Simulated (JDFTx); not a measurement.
The system is BP.

```
P B
1.0
     0.00000    2.26900    2.26900
     2.26900    0.00000    2.26900
     2.26900    2.26900    0.00000
P B
1 1
Direct
  0.75000 0.75000 0.75000
  0.00000 0.00000 0.00000
```

Below is the output of JDFTx 1.7.0 (patched build) for this cell. Logs are shortened: lines on timing, memory, paths and dates and some standing lists are left out, and cuts for length are marked.

```text
*************** JDFTx 1.7.0 (patched build) ***************

Input parsed successfully to the following command list (including defaults):
[... the input with its defaults ...]

---------- Initializing the Grid ----------
R =
[            0      4.28779      4.28779  ]
[      4.28779            0      4.28779  ]
[      4.28779      4.28779            0  ]
unit cell volume = 157.663
G =
[  -0.732684   0.732684   0.732684  ]
[   0.732684  -0.732684   0.732684  ]
[   0.732684   0.732684  -0.732684  ]
Minimum fftbox size, Smin = [  48  48  48  ]
Chosen fftbox size, S = [  48  48  48  ]

---------- Initializing tighter grid for wavefunction operations ----------
R =
[            0      4.28779      4.28779  ]
[      4.28779            0      4.28779  ]
[      4.28779      4.28779            0  ]
unit cell volume = 157.663
G =
[  -0.732684   0.732684   0.732684  ]
[   0.732684  -0.732684   0.732684  ]
[   0.732684   0.732684  -0.732684  ]
Minimum fftbox size, Smin = [  36  36  36  ]
Chosen fftbox size, S = [  36  36  36  ]

---------- Exchange Correlation functional ----------
Initialized LibXC exchange functional 'Becke 88'
Initialized LibXC correlation functional 'Lee, Yang & Parr'

---------- Setting up pseudopotentials ----------
Width of ionic core gaussian charges (only for fluid interactions / plotting) set to 0

Reading pseudopotential file 'pseudo/P.upf':
  'P' pseudopotential, 'PBE' functional
  Generated using ONCVPSP code by D. R. Hamann
  5 valence electrons, 2 orbitals, 6 projectors, 1001 radial grid points, with lMax = 2
    3S    l: 0   occupation:  2.0   eigenvalue: -0.513364
    3P    l: 1   occupation:  3.0   eigenvalue: -0.202372
  Core radius for overlap checks: 1.66 bohrs.

Reading pseudopotential file 'pseudo/B.upf':
  'B' pseudopotential, 'PBE' functional
  Generated using ONCVPSP code by D. R. Hamann
  3 valence electrons, 2 orbitals, 4 projectors, 1001 radial grid points, with lMax = 1
    2S    l: 0   occupation:  2.0   eigenvalue: -0.347027
    2P    l: 1   occupation:  1.0   eigenvalue: -0.132548
  Core radius for overlap checks: 1.18 bohrs.

Initialized 2 species with 2 total atoms.

Folded 50 k-points by 1x1x1 to 50 k-points.

---------- Setting up k-points, bands, fillings ----------
No reducable k-points.
Computing the number of bands and number of electrons
Calculating initial fillings.
nElectrons:   8.000000   nBands: 9   nStates: 50

----- Setting up reduced wavefunction bases (one per k-point) -----
average nbasis = 1764.720 , ideal nbasis = 1764.004

---------- Setting up ewald sum ----------
Optimum gaussian width for ewald sums = 1.947439 bohr.
Real space sum over 1331 unit cells with max indices [  5  5  5  ]
Reciprocal space sum over 2197 terms with max indices [  6  6  6  ]

---------- Allocating electronic variables ----------
Reading n from file 'run.n' ... done
Initializing wave functions:  linear combination of atomic orbitals
Note: number of bands (9) exceeds available atomic orbitals (8)

----------- Band structure minimization -------------
Minimization will be done independently for each quantum number.

---- Minimization of quantum number:     0  [ +0.0000000 +0.0000000 +0.0000000 ]  0.040000000 ----
BandDavidson: Iter:   0  Eband: +0.187809825654642
BandDavidson: Iter:   1  Eband: +0.153626871811917  dEband: -3.418295e-02
BandDavidson: Iter:   2  Eband: +0.150306049512807  dEband: -3.320822e-03
BandDavidson: Iter:   3  Eband: +0.149674629293629  dEband: -6.314202e-04
[... 876 lines of inner loops ...]
BandDavidson: Iter:  11  Eband: +0.151490940894399  dEband: -1.333347e-06
BandDavidson: Iter:  12  Eband: +0.151490158787626  dEband: -7.821068e-07
BandDavidson: Converged (dEband<1.000000e-06)
	FillingsUpdate:  mu: +0.383870557  nElectrons: 8.000000

Dumping 'bands.eigStats' ...
	eMin: -0.208186 at state 20 ( [ +0.000000 +0.000000 +0.000000 ] spin 0 )
	HOMO: +0.354500 at state 0 ( [ +0.000000 +0.000000 +0.000000 ] spin 0 )
	mu  : +0.383871
	LUMO: +0.410691 at state 6 ( [ +0.428571 +0.000000 +0.428571 ] spin 0 )
	eMax: +0.917496 at state 7 ( [ +0.500000 +0.000000 +0.500000 ] spin 0 )
	HOMO-LUMO gap: +0.056191
	Optical gap  : +0.131720 at state 0 ( [ +0.000000 +0.000000 +0.000000 ] spin 0 )
Done!
[note: mu, HOMO and LUMO in a band run belong to the points of the path alone and aren't those of the crystal]
```

**Question.** Write the input and the command behind it.

**Answer.** Band structure with BLYP, no spin polarisation. The files as run (others can give the same):

bands.in
```
lattice \
    0.0000000000     4.2877885768     4.2877885768 \
    4.2877885768     0.0000000000     4.2877885768 \
    4.2877885768     4.2877885768     0.0000000000
coords-type Lattice
ion P      0.7500000000     0.7500000000     0.7500000000 1
ion B      0.0000000000     0.0000000000     0.0000000000 1

ion-species pseudo/P.upf
ion-species pseudo/B.upf
elec-cutoff 38 304
elec-ex-corr gga-x-b88 gga-c-lyp
elec-smearing Fermi 0.0018374661
elec-n-bands 9
electronic-minimize nIterations 30 energyDiffThreshold 1e-06
davidson-band-ratio 1.3
forces-output-coords Cartesian
include path.kpoints
symmetries none
fix-electron-density run.$VAR

dump-name bands.$VAR
dump End Ecomponents EigStats BandEigs Kpoints Forces
```

path.kpoints
```
kpoint +0.0000000000 +0.0000000000 +0.0000000000 0.020000000000
kpoint +0.0714285714 +0.0000000000 +0.0714285714 0.020000000000
kpoint +0.1428571429 +0.0000000000 +0.1428571429 0.020000000000
kpoint +0.2142857143 +0.0000000000 +0.2142857143 0.020000000000
kpoint +0.2857142857 +0.0000000000 +0.2857142857 0.020000000000
kpoint +0.3571428571 +0.0000000000 +0.3571428571 0.020000000000
kpoint +0.4285714286 +0.0000000000 +0.4285714286 0.020000000000
kpoint +0.5000000000 +0.0000000000 +0.5000000000 0.020000000000
kpoint +0.5000000000 +0.0833333333 +0.5833333333 0.020000000000
kpoint +0.5000000000 +0.1666666667 +0.6666666667 0.020000000000
kpoint +0.5000000000 +0.2500000000 +0.7500000000 0.020000000000
kpoint +0.4375000000 +0.3125000000 +0.7500000000 0.020000000000
kpoint +0.3750000000 +0.3750000000 +0.7500000000 0.020000000000
kpoint +0.3281250000 +0.3281250000 +0.6562500000 0.020000000000
kpoint +0.2812500000 +0.2812500000 +0.5625000000 0.020000000000
kpoint +0.2343750000 +0.2343750000 +0.4687500000 0.020000000000
kpoint +0.1875000000 +0.1875000000 +0.3750000000 0.020000000000
kpoint +0.1406250000 +0.1406250000 +0.2812500000 0.020000000000
kpoint +0.0937500000 +0.0937500000 +0.1875000000 0.020000000000
kpoint +0.0468750000 +0.0468750000 +0.0937500000 0.020000000000
kpoint +0.0000000000 +0.0000000000 +0.0000000000 0.020000000000
kpoint +0.0833333333 +0.0833333333 +0.0833333333 0.020000000000
kpoint +0.1666666667 +0.1666666667 +0.1666666667 0.020000000000
kpoint +0.2500000000 +0.2500000000 +0.2500000000 0.020000000000
kpoint +0.3333333333 +0.3333333333 +0.3333333333 0.020000000000
kpoint +0.4166666667 +0.4166666667 +0.4166666667 0.020000000000
kpoint +0.5000000000 +0.5000000000 +0.5000000000 0.020000000000
kpoint +0.5250000000 +0.4500000000 +0.5250000000 0.020000000000
kpoint +0.5500000000 +0.4000000000 +0.5500000000 0.020000000000
kpoint +0.5750000000 +0.3500000000 +0.5750000000 0.020000000000
kpoint +0.6000000000 +0.3000000000 +0.6000000000 0.020000000000
kpoint +0.6250000000 +0.2500000000 +0.6250000000 0.020000000000
kpoint +0.5625000000 +0.2500000000 +0.6875000000 0.020000000000
kpoint +0.5000000000 +0.2500000000 +0.7500000000 0.020000000000
kpoint +0.5000000000 +0.2916666667 +0.7083333333 0.020000000000
kpoint +0.5000000000 +0.3333333333 +0.6666666667 0.020000000000
kpoint +0.5000000000 +0.3750000000 +0.6250000000 0.020000000000
kpoint +0.5000000000 +0.4166666667 +0.5833333333 0.020000000000
kpoint +0.5000000000 +0.4583333333 +0.5416666667 0.020000000000
kpoint +0.5000000000 +0.5000000000 +0.5000000000 0.020000000000
kpoint +0.4791666667 +0.4791666667 +0.5416666667 0.020000000000
kpoint +0.4583333333 +0.4583333333 +0.5833333333 0.020000000000
kpoint +0.4375000000 +0.4375000000 +0.6250000000 0.020000000000
kpoint +0.4166666667 +0.4166666667 +0.6666666667 0.020000000000
kpoint +0.3958333333 +0.3958333333 +0.7083333333 0.020000000000
kpoint +0.3750000000 +0.3750000000 +0.7500000000 0.020000000000
kpoint +0.6250000000 +0.2500000000 +0.6250000000 0.020000000000
kpoint +0.5833333333 +0.1666666667 +0.5833333333 0.020000000000
kpoint +0.5416666667 +0.0833333333 +0.5416666667 0.020000000000
kpoint +0.5000000000 +0.0000000000 +0.5000000000 0.020000000000
```

Potentials or basis: PseudoDojo-SR-PBE-0.5-standard.
The run is started by
```console
$ jdftx -c 1 -i bands.in -o bands.out
```
